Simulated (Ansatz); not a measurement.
# C6H6O: the cost of one run

Method: the levels named in each step, in Ansatz 0.2.0.

### Step 1. The structure to begin with

Bond lengths: O1–C2 1.361 Å, C2–C3 1.391 Å, C3–C4 1.381 Å, C4–C5 1.386 Å, C5–C6 1.384 Å, C2–C7 1.389 Å, C6–C7 1.383 Å, O1–H8 0.965 Å, C3–H9 1.078 Å, C4–H10 1.080 Å, C5–H11 1.079 Å, C6–H12 1.080 Å, C7–H13 1.083 Å. Angles (14 of 19 angles, heavy atoms first): O1–C2–C3 118.2°, O1–C2–C7 122.0°, C3–C2–C7 119.7°, C2–C3–C4 119.8°, C3–C4–C5 120.5°, C4–C5–C6 119.7°, C5–C6–C7 120.3°, C2–C7–C6 120.0°, C2–O1–H8 109.7°, C2–C3–H9 118.7°, C4–C3–H9 121.4°, C3–C4–H10 119.5°, C5–C4–H10 120.0°, C4–C5–H11 120.2°.

As a file:

```xyz
13

O     2.2359   -0.3125   -0.2812
C     0.9012   -0.1105   -0.1058
C     0.0255   -1.1163   -0.5028
C    -1.3353   -0.9452   -0.3417
C    -1.8360    0.2218    0.2130
C    -0.9648    1.2207    0.6095
C     0.4001    1.0591    0.4525
H     2.7261    0.4565    0.0335
H     0.4319   -2.0180   -0.9326
H    -2.0102   -1.7293   -0.6515
H    -2.9004    0.3511    0.3363
H    -1.3456    2.1327    1.0453
H     1.0824    1.8402    0.7633
```

### Step 2. A rough first relaxation, PBE-D4/def2-SVP

This run stands in another session on the same molecule. It ended at:

```xyz
13

O     2.2557   -0.3266   -0.2878
C     0.9225   -0.1121   -0.1077
C     0.0348   -1.1304   -0.5105
C    -1.3447   -0.9560   -0.3463
C    -1.8595    0.2244    0.2173
C    -0.9729    1.2358    0.6171
C     0.4114    1.0736    0.4577
H     2.7395    0.4558    0.0351
H     0.4511   -2.0488   -0.9493
H    -2.0295   -1.7574   -0.6639
H    -2.9444    0.3543    0.3432
H    -1.3588    2.1670    1.0596
H     1.1054    1.8707    0.7734
```

### Step 3. Relaxation, PBE0-D4/def2-TZVP

This run stands in another session on the same molecule. It ended at:

```xyz
13

O     2.2309   -0.3200   -0.2827
C     0.9029   -0.1082   -0.1046
C     0.0317   -1.1150   -0.5033
C    -1.3319   -0.9434   -0.3412
C    -1.8409    0.2226    0.2152
C    -0.9657    1.2219    0.6102
C     0.4027    1.0624    0.4532
H     2.7186    0.4461    0.0317
H     0.4397   -2.0203   -0.9361
H    -2.0059   -1.7328   -0.6543
H    -2.9092    0.3500    0.3391
H    -1.3467    2.1383    1.0463
H     1.0846    1.8486    0.7644
```

### Step 4. Relaxation, PBE0-D4/def2-SVP

This run stands in another session on the same molecule. It ended at:

```xyz
13

O     2.2360   -0.3201   -0.2830
C     0.9143   -0.1102   -0.1062
C     0.0334   -1.1210   -0.5061
C    -1.3367   -0.9487   -0.3433
C    -1.8486    0.2235    0.2160
C    -0.9679    1.2272    0.6128
C     0.4073    1.0662    0.4547
H     2.7238    0.4480    0.0322
H     0.4470   -2.0325   -0.9420
H    -2.0161   -1.7445   -0.6590
H    -2.9255    0.3523    0.3411
H    -1.3508    2.1515    1.0525
H     1.0948    1.8585    0.7683
```

### Step 5. Frequencies, PBE0-D4/def2-SVP

Contents of input.yaml:

```yaml
crystal:
  periodic: [false, false, false]
  atoms:
    - { symbol: O, position_ang: [2.23595462, -0.32007472, -0.28300902] }
    - { symbol: C, position_ang: [0.91426862, -0.11023444, -0.10624783] }
    - { symbol: C, position_ang: [0.03339837, -1.12098642, -0.50613678] }
    - { symbol: C, position_ang: [-1.33669817, -0.94874356, -0.34329498] }
    - { symbol: C, position_ang: [-1.84855717, 0.22350666, 0.21604647] }
    - { symbol: C, position_ang: [-0.96793595, 1.22722773, 0.61277022] }
    - { symbol: C, position_ang: [0.40728155, 1.06623131, 0.45465653] }
    - { symbol: H, position_ang: [2.72376299, 0.44802146, 0.03218825] }
    - { symbol: H, position_ang: [0.44697267, -2.03245424, -0.94201577] }
    - { symbol: H, position_ang: [-2.01609398, -1.7445008, -0.6590121] }
    - { symbol: H, position_ang: [-2.92552501, 0.35231059, 0.34106922] }
    - { symbol: H, position_ang: [-1.35084452, 2.15154206, 1.05247165] }
    - { symbol: H, position_ang: [1.09476595, 1.85845439, 0.76825418] }
basis:
  gaussian: { orbitals: def2-SVP }
hamiltonian:
  xc: pbe0
  dispersion: d4
phonons: {}
```

Command:

```bash
$ ansatz run input.yaml --threads 4 --pin off --max-ram 10240MiB --backend cpu --events-out ev --progress --plain --runs-dir out
```

What time and memory should one allow on 4 threads of Arm Neoverse V1, shared host?

About 2.5 min, with a peak of 0.33 GiB.
